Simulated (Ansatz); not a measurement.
# PbS: how the settings move a single-point run

Aim: see which settings change the result for PbS, by how much, and at what cost. The cell is built on a prototype (CsCl type) and needn't be the phase found in nature.

Computed with Ansatz 0.2.0 (reference: DFT, HSE06, plane waves, PAW, unless a step's input says otherwise).

3 further runs of the same task are left out: 1 for a known fault of the program, 2 that didn't finish. Runs told in other sessions of the task aren't counted.

### Step 1. The starting structure

Symmetry: Pm-3m, No. 221, cubic system. Conventional cell: a = 3.635 Å, b = 3.635 Å, c = 3.635 Å, α = 90.00°, β = 90.00°, γ = 90.00°. Around Pb (site symmetry m-3m) lie 8 S at 3.15 Å. Around S (site symmetry m-3m) lie 8 Pb at 3.15 Å.

Structure file:

```xyz
2
Lattice="3.6351 0.0000 0.0000 0.0000 3.6351 0.0000 0.0000 0.0000 3.6351" Properties=species:S:1:pos:R:3 pbc="T T T"
Pb    0.0000    0.0000    0.0000
S     1.8176    1.8176    1.8176
```

### Step 2. Reference

The input, input.yaml:

```yaml
crystal:
  lattice:
    - [3.6351320118, 0.0, 0.0]
    - [0.0, 3.6351320118, 0.0]
    - [0.0, 0.0, 3.6351320118]
  atoms:
    - { symbol: Pb, position: [0.0, 0.0, 0.0] }
    - { symbol: S, position: [0.5, 0.5, 0.5] }
kpoints:
  mp_grid: { grid: [4, 4, 4] }
hamiltonian:
  xc: hse06
scf:
  occupations: { method: fermi_dirac, width: 0.02 }
  n_extra_bands: 4
output:
  forces: true
  stress: true
  eigenvalues: true
  write_density: true
  write_potential: true
  elf: true
  volumetric_format: npy
```

Command:

```console
$ ansatz run input.yaml --threads 4 --pin off --max-ram 3686MiB --backend cpu --events-out ev --progress --plain --runs-dir out
```

### Step 3. Variant: mp_grid.grid [6, 6, 6], xc r2scan, ecutwfc 500

Changes to input.yaml since step 2:

```diff
@@ -9,5 +9,5 @@
 kpoints:
-  mp_grid: { grid: [4, 4, 4] }
+  mp_grid: { grid: [6, 6, 6] }
 hamiltonian:
-  xc: hse06
+  xc: r2scan
 scf:
@@ -19,5 +19,3 @@
   eigenvalues: true
-  write_density: true
-  write_potential: true
-  elf: true
-  volumetric_format: npy
+basis:
+  ecutwfc: 500
```

### Step 4. Variant: exchange pbe, correlation pbe, coeff 0.1, omega 0.2078

Changes to input.yaml since step 2:

```diff
@@ -11,3 +11,6 @@
 hamiltonian:
-  xc: hse06
+  xc:
+    exchange: pbe
+    correlation: pbe
+    exx: { coeff: 0.1, omega: 0.2078 }
 scf:
@@ -19,5 +22 @@
   eigenvalues: true
-  write_density: true
-  write_potential: true
-  elf: true
-  volumetric_format: npy
```

### Step 5. Changed: exchange pbe, correlation pbe, coeff 0.2, omega 0.5

Changes to input.yaml since step 2:

```diff
@@ -11,3 +11,3 @@
 hamiltonian:
-  xc: hse06
+  xc: { exchange: pbe, correlation: pbe, exx: { coeff: 0.2, omega: 0.5 } }
 scf:
@@ -19,5 +19 @@
   eigenvalues: true
-  write_density: true
-  write_potential: true
-  elf: true
-  volumetric_format: npy
```

### Step 6. Variant: exchange pbe, correlation pbe, coeff 0.35, omega 0.3

Changes to input.yaml since step 2:

```diff
@@ -11,3 +11,3 @@
 hamiltonian:
-  xc: hse06
+  xc: { exchange: pbe, correlation: pbe, exx: { coeff: 0.35, omega: 0.3 } }
 scf:
@@ -19,5 +19 @@
   eigenvalues: true
-  write_density: true
-  write_potential: true
-  elf: true
-  volumetric_format: npy
```

### Step 7. Changed: exchange pbe, correlation pbe, coeff 1.0

Changes to input.yaml since step 2:

```diff
@@ -11,3 +11,3 @@
 hamiltonian:
-  xc: hse06
+  xc: { exchange: pbe, correlation: pbe, exx: { coeff: 1.0 } }
 scf:
@@ -19,5 +19 @@
   eigenvalues: true
-  write_density: true
-  write_potential: true
-  elf: true
-  volumetric_format: npy
```

### Step 8. Changing settings: ecutwfc 600

Changes to input.yaml since step 2:

```diff
@@ -19,5 +19,3 @@
   eigenvalues: true
-  write_density: true
-  write_potential: true
-  elf: true
-  volumetric_format: npy
+basis:
+  ecutwfc: 600
```

**Question.** What will these runs give? Wanted: for each run, ending; energy change; pressure; gap; force.

As calculated:

```tsv
run	ending	energy change	pressure (GPa)	gap (eV)	force (eV/Å)	cycles	time
reference	converged	0	-1.6	0.00	0.00	15	9.6 s
1: mp_grid.grid [6, 6, 6], xc r2scan, ecutwfc 500	converged	not comparable	0.0	0.00	0.00	6	1.6 s
2: exchange pbe, correlation pbe, coeff 0.1, omega 0.2078	converged	not comparable	-0.6	0.00	0.00	12	9.1 s
3: exchange pbe, correlation pbe, coeff 0.2, omega 0.5	converged	not comparable	-0.8	0.00	0.00	13	9.9 s
4: exchange pbe, correlation pbe, coeff 0.35, omega 0.3	converged	not comparable	-2.0	0.00	0.00	14	10 s
5: exchange pbe, correlation pbe, coeff 1.0	converged	not comparable	-3.7	3.95	0.00	29	20 s
6: ecutwfc 600	converged	-0.7 meV/atom	-1.6	0.00	0.00	15	16 s
```

Times don't compare one to one where runs were asked for different outputs or read a saved state (see the inputs); cycles may leave out searches for a lower state.

Residual by cycle in the longest SCF loop of each run; runs are numbered as in the table. The quantity is the density residual dr2, in eV.

```tsv
cycle	reference	run 1	run 2	run 3	run 4	run 5	run 6
1	0.017	0.0256	0.00401	0.00348	0.0274	9.0e-5	0.0173
2	0.00241	0.00189	6.4e-4	5.9e-4	0.00419	2.9e-5	0.00237
3	8.9e-4	5.1e-4	4.7e-6	3.9e-6	0.00169	5.3e-6	8.6e-4
4	1.6e-5	3.9e-5	5.1e-7	4.5e-7	4.9e-5	5.3e-7	1.5e-5
5	9.2e-6	5.3e-7	1.3e-8	1.4e-8	1.7e-5	2.6e-8	9.2e-6
6	9.2e-7	1.2e-8	-	-	3.2e-6	2.3e-9	8.5e-7
```

**Reading.** «ecutwfc 600» moves the energy by -0.7 meV/atom. Of the variants the dearest is «exchange pbe, correlation pbe, coeff 1.0» (20 s), the cheapest «mp_grid.grid [6, 6, 6], xc r2scan, ecutwfc 500» (1.6 s), on a shared host.

Spin-orbit coupling is left out, though the cell holds Pb; it can move the gap.
